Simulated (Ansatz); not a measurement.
TiTe: relaxation of cell and atoms with PBEsol

Crystal: TiTe.

```
CELL_PARAMETERS angstrom
3.63109 0.00000 0.00000
0.00000 3.63109 0.00000
0.00000 0.00000 3.63109
ATOMIC_POSITIONS crystal
Ti 0.00000 0.00000 0.00000
Te 0.50000 0.50000 0.50000
```

The cell comes from a database or a generator and needn't be the stable form of this composition.

```yaml
Program: Ansatz 0.2.0
Task: relaxation of cell and atoms
Functional: PBEsol
Potentials_or_basis: Ansatz PAW
Cutoff: "420 eV (not typed: the program's choice for these potentials)"
k_mesh: 7 × 7 × 7
Occupations: fermi-dirac, width 0.05 eV
Spin: no spin polarisation
Target_pressure: 30 GPa
Target_pressure_GPa: 30
```

| Quantity | Value |
| --- | --- |
| Relaxed volume | 15.99 Å³/atom |
| Relaxed cell | a = 3.174 Å, b = 3.174 Å, c = 3.174 Å, α = 90.00°, β = 90.00°, γ = 90.00° |
| Space group after relaxing (to 0.05 Å) | Pm-3m (No. 221) |
| Energy change on relaxing (the enthalpy is what falls) | +5.0 meV/atom |
| Ionic steps | 7 |
| Pressure after relaxing | 30.0 GPa |
| Band gap on the k mesh | none (metal or under the smearing width) |

The path:
```csv
step,energy change (eV),largest force (eV/Å),volume (Å³)
1,0.0000,0.0000,47.88
2,-0.4547,0.0000,41.21
3,-0.3967,0.0000,35.19
4,0.2820,0.0000,30.72
5,-0.0232,0.0000,32.16
6,0.0075,0.0000,31.99
7,0.0100,0.0000,31.99
```

Final structure:
```yaml
crystal:
  lattice:
    - [3.17445, 0.00000, 0.00000]
    - [0.00000, 3.17445, 0.00000]
    - [0.00000, 0.00000, 3.17445]
  atoms:
    - { symbol: Ti, position: [0.00000, 0.00000, 0.00000] }
    - { symbol: Te, position: [0.50000, 0.50000, 0.50000] }
```

Levels at points of the mesh, in eV from the Fermi level:
| k point | band 10 | band 11 | band 12 | band 13 | band 14 | band 15 | band 16 | band 17 | band 18 |
| --- | --- | --- | --- | --- | --- | --- | --- | --- | --- |
| (0.00, 0.00, 0.00) | -15.60 | -2.08 | -2.08 | -0.63 | -0.63 | -0.63 | 1.59 | 1.59 | 1.59 |

Run time: 6.1 s on 2 threads of Arm Neoverse V1, with other jobs on the host, peak memory 0.32 GiB.

Caveat: the volume moved by over 15 % at a fixed basis, so the end points are rough; the plane-wave basis is chosen anew once the cell has moved, so the energies of steps on either side of that aren't comparable; the PAW data sets come from PBE, with cores solved anew for the run's functional, which leaves a small shift of forces and pressure. Spin-orbit coupling is left out, which matters for the levels of Te.
